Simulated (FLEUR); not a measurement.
# How the basis cutoff moves the magnetism of MnS (Browneite), part 3 of 4

Aim: see how far the moments and order energies of MnS (Browneite) move with the basis cutoff, and what each rung costs.

FLEUR MaX-R8.1; PBE with U = 4.9 eV, J = 0.9 eV on Mn d; all-electron FLAPW, Dirac cores, scalar-relativistic bands.

So far, largest spin moment in the muffin-tin sphere (μB): step 2 (rung 1 (Kmax 2.56 1/bohr), start ferro +) 4.70; step 4 (rung 2 (Kmax 3.2 1/bohr), start ferro +) 4.73; step 5 (rung 2 (Kmax 3.2 1/bohr), start antiferro q=(0,1/2,1/2) +-) 4.61; step 6 (rung 3 (Kmax 3.84 1/bohr), start ferro +) 4.73; step 7 (rung 3 (Kmax 3.84 1/bohr), start antiferro q=(0,1/2,1/2) +-) 4.61.

### 8. Rung 4 (Kmax 4.47 1/bohr), start ferro +

The k list default-1 (kpts.xml, not shown) is a Γ-centred 6×6×6 mesh.

File inp.xml:

```
<?xml version="1.0" encoding="UTF-8" standalone="no"?>
<fleurInput fleurInputVersion="0.39">
   <comment>
      MnS
   </comment>
   <calculationSetup>
      <cutoffs Kmax="4.47" Gmax="13.4" GmaxXC="13.4" numbands="0"/>
      <scfLoop itmax="130" minDistance="0.0001" maxIterBroyd="15" imix="Anderson" alpha="0.05" precondParam="0.0" spinf="2.0" sdNocoIR="T"/>
      <coreElectrons ctail="T" frcor="F" kcrel="0" coretail_lmax="0"/>
      <xcFunctional name="pbe" relativisticCorrections="F"/>
      <magnetism jspins="2"/>
      <soc l_soc="F" theta="0.0" phi="0.0" spav="F"/>
      <expertModes spex="0" secvar="F"/>
      <geometryOptimization l_f="F" forcealpha="1.0" forcemix="BFGS" epsdisp="0.00001" epsforce="0.00001"/>
      <ldaU l_linMix="F" mixParam="0.05" spinf="1.0"/>
   </calculationSetup>
   <cell>
      <bzIntegration valenceElectrons="21.0" mode="hist" fermiSmearingEnergy="0.00110248">
         <kPointListSelection listName="default-1"/>
         <xi:include xmlns:xi="http://www.w3.org/2001/XInclude" href="kpts.xml"> </xi:include>
      </bzIntegration>
      <xi:include xmlns:xi="http://www.w3.org/2001/XInclude" href="sym.xml"> </xi:include>
      <bulkLattice scale="1.0">
         <bravaisMatrix>
            <row-1>    0.0000000000000000     5.2912331488799991     5.2912331488799991</row-1>
            <row-2>    5.2912331488799991     0.0000000000000000     5.2912331488799991</row-2>
            <row-3>    5.2912331488799991     5.2912331488799991     0.0000000000000000</row-3>
         </bravaisMatrix>
      </bulkLattice>
   </cell>
   <atomSpecies>
      <species name="Manganese 4.500" element="Mn" atomicNumber="25">
         <mtSphere radius="2.7" gridPoints="893" logIncrement="0.014"/>
         <atomicCutoffs lmax="10" lnonsphr="8"/>
         <electronConfig flipSpins="F">
            <coreConfig>(1s1/2) (2s1/2) (2p1/2) (2p3/2)</coreConfig>
            <valenceConfig>(3s1/2) (3p1/2) (3p3/2) (4s1/2) (3d3/2) (3d5/2)</valenceConfig>
            <stateOccupation state="(3d3/2)" spinUp="1.75" spinDown="0.25"/>
            <stateOccupation state="(3d5/2)" spinUp="3.0" spinDown="0.0"/>
         </electronConfig>
         <energyParameters s="4" p="4" d="3" f="4"/>
         <ldaU l="2" U="4.9" J="0.9" l_amf="F"/>
         <lo type="SCLO" l="0" n="3" eDeriv="0"/>
         <lo type="SCLO" l="1" n="3" eDeriv="0"/>
      </species>
      <species name="Sulfur (S)" element="S" atomicNumber="16">
         <mtSphere radius="1.76" gridPoints="583" logIncrement="0.02"/>
         <atomicCutoffs lmax="6" lnonsphr="4"/>
         <electronConfig flipSpins="F">
            <coreConfig>(1s1/2) (2s1/2) (2p1/2) (2p3/2)</coreConfig>
            <valenceConfig>(3s1/2) (3p1/2) (3p3/2)</valenceConfig>
            <stateOccupation state="(3p1/2)" spinUp="0.666667" spinDown="0.666667"/>
            <stateOccupation state="(3p3/2)" spinUp="1.333333" spinDown="1.333333"/>
         </electronConfig>
         <energyParameters s="3" p="3" d="3" f="4"/>
      </species>
   </atomSpecies>
   <atomGroups>
      <atomGroup species="Manganese 4.500">
         <relPos label="                   1">.0000000000 .0000000000 .0000000000</relPos>
         <force calculate="T" relaxXYZ="TTT"/>
      </atomGroup>
      <atomGroup species="Sulfur (S)">
         <relPos label="                   2">1.000/4.000 1.000/4.000 1.000/4.000</relPos>
         <force calculate="T" relaxXYZ="TTT"/>
      </atomGroup>
   </atomGroups>
   <output dos="F" band="F" slice="F">
      <bandDOS minEnergy="-.5*Htr" maxEnergy="0.5*Htr" sigma="0.015" storeEVData="T"/>
      <plotting iplot="0" polar="F">
         <plot TwoD="T" vec1="  1.0  0.0  0.0" vec2="  0.0  1.0  0.0" vec3="  0.0  0.0  1.0" zero="  0.0  0.0  0.0" file="plot"/>
      </plotting>
      <moessbauerParams electricFieldGradient="F" isomerShift="F" coreHyperfine="F" valenceHyperfine="F"/>
   </output>
</fleurInput>
```

File crystal.txt:

```
MnS
&input film=F cartesian=F /
0.00000000000  2.80000000000  2.80000000000
2.80000000000  0.00000000000  2.80000000000
2.80000000000  2.80000000000  0.00000000000
1.8897261246
1.0 1.0 1.0

2
25 0.00000000000  0.00000000000  0.00000000000 : 4.500
16 0.25000000000  0.25000000000  0.25000000000

&kpt div1=6 div2=6 div3=6 gamma=T /
```

Run with:

```sh
> OMP_NUM_THREADS=1 inpgen -f crystal.txt > inpgen.log  # inp.xml is then edited as shown
> OMP_NUM_THREADS=1 mpirun -n 2 fleur_MPI > fleur.log
```

Output:

```text
[banner, memory and clock lines left out]
Welcome to FLEUR        (www.flapw.de)
      MaX-Release 8.1          (www.max-centre.eu)

 ========== k-point set info ==========
 Selected k-point list: default-1
 k-point list type: mesh
 6 x 6 x 6
 Number of k points: 16

 [... set-up left out ...]
 no density matrix found ... skipping LDA+U
 Reset of history
 Iteration:     1   Distance:       9.17467838 me/bohr^3
 Iteration:     2   Distance:       8.76423936 me/bohr^3
 Iteration:     3   Distance:       8.06936973 me/bohr^3
 Iteration:     4   Distance:       4.11008354 me/bohr^3
[...]
[... left out ...]
            <freeEnergy value="-1557.8537162775"/>
            <extrapolationTo0K value="-1557.8537162775"/>
         </totalEnergy>
         [... left out ...]
         <ldaUDensityMatrixConvergence>
            <distance spin="1" distance="0.000001"/>
            <distance spin="2" distance="0.000000"/>
         </ldaUDensityMatrixConvergence>
         <densityConvergence units="me/bohr^3">
            <chargeDensity spin="1" distance="0.0000444992"/>
            <chargeDensity spin="2" distance="0.0000345979"/>
            <overallChargeDensity distance="0.0000623202"/>
            <spinDensity distance="0.0000497049"/>
         </densityConvergence>
      </iteration>
```

Elapsed: 62 s, on 2 MPI ranks of Intel Xeon Platinum 8375C at 2.90GHz (Ice Lake), shared host; peak memory 0.17 GiB; 2 min of CPU time.

Numbers from this step:

```
free energy                                                       : -42391.3592 eV
program's band gap on this mesh (in a metal only a level spacing) : 1.216 eV
magnetization                                                     : 5 μB
final state                                                       : ferromagnetic
largest moment                                                    : 4.730 μB
```

The largest moment is that of rung 3, at 2.1 times its CPU time.

### 9. Rung 4 (Kmax 4.47 1/bohr), start antiferro q=(0,1/2,1/2) +-

The k list default-1 (kpts.xml, not shown) is a Γ-centred 6×3×6 mesh.

Changes to inp.xml since step 8:

```diff
@@ -17,3 +17,3 @@
    <cell>
-      <bzIntegration valenceElectrons="21.0" mode="hist" fermiSmearingEnergy="0.00110248">
+      <bzIntegration valenceElectrons="42.0" mode="hist" fermiSmearingEnergy="0.00110248">
          <kPointListSelection listName="default-1"/>
@@ -25,4 +25,4 @@
             <row-1>    0.0000000000000000     5.2912331488799991     5.2912331488799991</row-1>
-            <row-2>    5.2912331488799991     0.0000000000000000     5.2912331488799991</row-2>
-            <row-3>    5.2912331488799991     5.2912331488799991     0.0000000000000000</row-3>
+            <row-2>   10.5824662977599981     0.0000000000000000    10.5824662977599981</row-2>
+            <row-3>   10.5824662977599981     5.2912331488799991     5.2912331488799991</row-3>
          </bravaisMatrix>
@@ -39,2 +39,16 @@
             <stateOccupation state="(3d5/2)" spinUp="3.0" spinDown="0.0"/>
+         </electronConfig>
+         <energyParameters s="4" p="4" d="3" f="4"/>
+         <ldaU l="2" U="4.9" J="0.9" l_amf="F"/>
+         <lo type="SCLO" l="0" n="3" eDeriv="0"/>
+         <lo type="SCLO" l="1" n="3" eDeriv="0"/>
+      </species>
+      <species name="Manganese -4.500" element="Mn" atomicNumber="25">
+         <mtSphere radius="2.7" gridPoints="893" logIncrement="0.014"/>
+         <atomicCutoffs lmax="10" lnonsphr="8"/>
+         <electronConfig flipSpins="F">
+            <coreConfig>(1s1/2) (2s1/2) (2p1/2) (2p3/2)</coreConfig>
+            <valenceConfig>(3s1/2) (3p1/2) (3p3/2) (4s1/2) (3d3/2) (3d5/2)</valenceConfig>
+            <stateOccupation state="(3d3/2)" spinUp="0.25" spinDown="1.75"/>
+            <stateOccupation state="(3d5/2)" spinUp="0.0" spinDown="3.0"/>
          </electronConfig>
@@ -62,4 +76,9 @@
       </atomGroup>
+      <atomGroup species="Manganese -4.500">
+         <relPos label="                   2">.0000000000 1.000/2.000 .0000000000</relPos>
+         <force calculate="T" relaxXYZ="TTT"/>
+      </atomGroup>
       <atomGroup species="Sulfur (S)">
-         <relPos label="                   2">1.000/4.000 1.000/4.000 1.000/4.000</relPos>
+         <relPos label="                   3">1.000/4.000 .0000000000 1.000/4.000</relPos>
+         <relPos label="                   4">1.000/4.000 1.000/2.000 1.000/4.000</relPos>
          <force calculate="T" relaxXYZ="TTT"/>
```

File crystal.txt:

```
MnS
&input film=F cartesian=F /
0.00000000000  2.80000000000  2.80000000000
5.60000000000  0.00000000000  5.60000000000
5.60000000000  2.80000000000  2.80000000000
1.8897261246
1.0 1.0 1.0

4
25 0.00000000000  0.00000000000  0.00000000000 : 4.500
25 0.00000000000  0.50000000000  0.00000000000 : -4.500
16 0.25000000000  0.00000000000  0.25000000000
16 0.25000000000  0.50000000000  0.25000000000

&kpt div1=6 div2=3 div3=6 gamma=T /
```

Output:

```text
[banner, memory and clock lines left out]
Welcome to FLEUR        (www.flapw.de)
      MaX-Release 8.1          (www.max-centre.eu)

 ========== k-point set info ==========
 Selected k-point list: default-1
 k-point list type: mesh
 6 x 3 x 6
 Number of k points: 34

 [... set-up left out ...]
 no density matrix found ... skipping LDA+U
 Reset of history
 Iteration:     1   Distance:       8.95458744 me/bohr^3
 Iteration:     2   Distance:       8.70630677 me/bohr^3
 Iteration:     3   Distance:       8.01970563 me/bohr^3
 Iteration:     4   Distance:       4.22784651 me/bohr^3
[...]
[... left out ...]
            <freeEnergy value="-3115.7146681099"/>
            <extrapolationTo0K value="-3115.7146681099"/>
         </totalEnergy>
         [... left out ...]
         <ldaUDensityMatrixConvergence>
            <distance spin="1" distance="0.000003"/>
            <distance spin="2" distance="0.000003"/>
         </ldaUDensityMatrixConvergence>
         <densityConvergence units="me/bohr^3">
            <chargeDensity spin="1" distance="0.0000496961"/>
            <chargeDensity spin="2" distance="0.0000543382"/>
            <overallChargeDensity distance="0.0000902656"/>
            <spinDensity distance="0.0000519308"/>
         </densityConvergence>
      </iteration>
```

Elapsed: 12 min, on 2 MPI ranks; peak memory 0.43 GiB; 22 min of CPU time.

Numbers from this step:

```
free energy                                                       : -84782.9153 eV
program's band gap on this mesh (in a metal only a level spacing) : 2.766 eV
magnetization                                                     : 0 μB
final state                                                       : antiferromagnetic
largest moment                                                    : 4.614 μB
```

This start lies -98.4 meV a seeded atom from the first, a change of +0.3 meV since rung 3; its largest moment is 4.61 μB.

### 10. Rung 5 (Kmax 5.11 1/bohr), start ferro +

The k list default-1 (kpts.xml, not shown) is a Γ-centred 6×6×6 mesh.

Changes to inp.xml since step 9:

```diff
@@ -6,3 +6,3 @@
    <calculationSetup>
-      <cutoffs Kmax="4.47" Gmax="13.4" GmaxXC="13.4" numbands="0"/>
+      <cutoffs Kmax="5.11" Gmax="15.3" GmaxXC="15.3" numbands="0"/>
       <scfLoop itmax="130" minDistance="0.0001" maxIterBroyd="15" imix="Anderson" alpha="0.05" precondParam="0.0" spinf="2.0" sdNocoIR="T"/>
@@ -17,3 +17,3 @@
    <cell>
-      <bzIntegration valenceElectrons="42.0" mode="hist" fermiSmearingEnergy="0.00110248">
+      <bzIntegration valenceElectrons="21.0" mode="hist" fermiSmearingEnergy="0.00110248">
          <kPointListSelection listName="default-1"/>
@@ -25,4 +25,4 @@
             <row-1>    0.0000000000000000     5.2912331488799991     5.2912331488799991</row-1>
-            <row-2>   10.5824662977599981     0.0000000000000000    10.5824662977599981</row-2>
-            <row-3>   10.5824662977599981     5.2912331488799991     5.2912331488799991</row-3>
+            <row-2>    5.2912331488799991     0.0000000000000000     5.2912331488799991</row-2>
+            <row-3>    5.2912331488799991     5.2912331488799991     0.0000000000000000</row-3>
          </bravaisMatrix>
@@ -39,16 +39,2 @@
             <stateOccupation state="(3d5/2)" spinUp="3.0" spinDown="0.0"/>
-         </electronConfig>
-         <energyParameters s="4" p="4" d="3" f="4"/>
-         <ldaU l="2" U="4.9" J="0.9" l_amf="F"/>
-         <lo type="SCLO" l="0" n="3" eDeriv="0"/>
-         <lo type="SCLO" l="1" n="3" eDeriv="0"/>
-      </species>
-      <species name="Manganese -4.500" element="Mn" atomicNumber="25">
-         <mtSphere radius="2.7" gridPoints="893" logIncrement="0.014"/>
-         <atomicCutoffs lmax="10" lnonsphr="8"/>
-         <electronConfig flipSpins="F">
-            <coreConfig>(1s1/2) (2s1/2) (2p1/2) (2p3/2)</coreConfig>
-            <valenceConfig>(3s1/2) (3p1/2) (3p3/2) (4s1/2) (3d3/2) (3d5/2)</valenceConfig>
-            <stateOccupation state="(3d3/2)" spinUp="0.25" spinDown="1.75"/>
-            <stateOccupation state="(3d5/2)" spinUp="0.0" spinDown="3.0"/>
          </electronConfig>
@@ -76,9 +62,4 @@
       </atomGroup>
-      <atomGroup species="Manganese -4.500">
-         <relPos label="                   2">.0000000000 1.000/2.000 .0000000000</relPos>
-         <force calculate="T" relaxXYZ="TTT"/>
-      </atomGroup>
       <atomGroup species="Sulfur (S)">
-         <relPos label="                   3">1.000/4.000 .0000000000 1.000/4.000</relPos>
-         <relPos label="                   4">1.000/4.000 1.000/2.000 1.000/4.000</relPos>
+         <relPos label="                   2">1.000/4.000 1.000/4.000 1.000/4.000</relPos>
          <force calculate="T" relaxXYZ="TTT"/>
```

File crystal.txt:

```
MnS
&input film=F cartesian=F /
0.00000000000  2.80000000000  2.80000000000
2.80000000000  0.00000000000  2.80000000000
2.80000000000  2.80000000000  0.00000000000
1.8897261246
1.0 1.0 1.0

2
25 0.00000000000  0.00000000000  0.00000000000 : 4.500
16 0.25000000000  0.25000000000  0.25000000000

&kpt div1=6 div2=6 div3=6 gamma=T /
```

Output:

```text
[banner, memory and clock lines left out]
Welcome to FLEUR        (www.flapw.de)
      MaX-Release 8.1          (www.max-centre.eu)

 ========== k-point set info ==========
 Selected k-point list: default-1
 k-point list type: mesh
 6 x 6 x 6
 Number of k points: 16

 [... set-up left out ...]
 no density matrix found ... skipping LDA+U
 Reset of history
 Iteration:     1   Distance:       9.17929289 me/bohr^3
 Iteration:     2   Distance:       8.77014630 me/bohr^3
 Iteration:     3   Distance:       8.07444486 me/bohr^3
 Iteration:     4   Distance:       4.11110025 me/bohr^3
[...]
[... left out ...]
            <freeEnergy value="-1557.8538804566"/>
            <extrapolationTo0K value="-1557.8538804566"/>
         </totalEnergy>
         [... left out ...]
         <ldaUDensityMatrixConvergence>
            <distance spin="1" distance="0.000001"/>
            <distance spin="2" distance="0.000000"/>
         </ldaUDensityMatrixConvergence>
         <densityConvergence units="me/bohr^3">
            <chargeDensity spin="1" distance="0.0000483013"/>
            <chargeDensity spin="2" distance="0.0000367667"/>
            <overallChargeDensity distance="0.0000673660"/>
            <spinDensity distance="0.0000532113"/>
         </densityConvergence>
      </iteration>
```

Wall time 2.4 min (2 MPI ranks); peak memory 0.18 GiB.

Numbers from this step:

```
free energy                                                       : -42391.3637 eV
program's band gap on this mesh (in a metal only a level spacing) : 1.218 eV
magnetization                                                     : 5 μB
final state                                                       : ferromagnetic
largest moment                                                    : 4.731 μB
```

The largest moment is that of rung 4, at 2.2 times its CPU time.

(Part 3 of 4 ends here.)

[Logs and program files are shortened in this print: banners, set-up blocks, solver, clock and traceback lines can be left out without a mark of their own.]

[Logs are printed without paths, hosts, clocks, repeated set-up lines and the standing remarks that a program may print on its own settings, such as how far it seeks lower states.]

[Hosts, paths, dates, database ids (printed as entryN), source tags and the programs' standing remarks are cut or masked in the printed files.]

[Where a cell is said to come from a database of computed structures, the database is the Materials Project.]
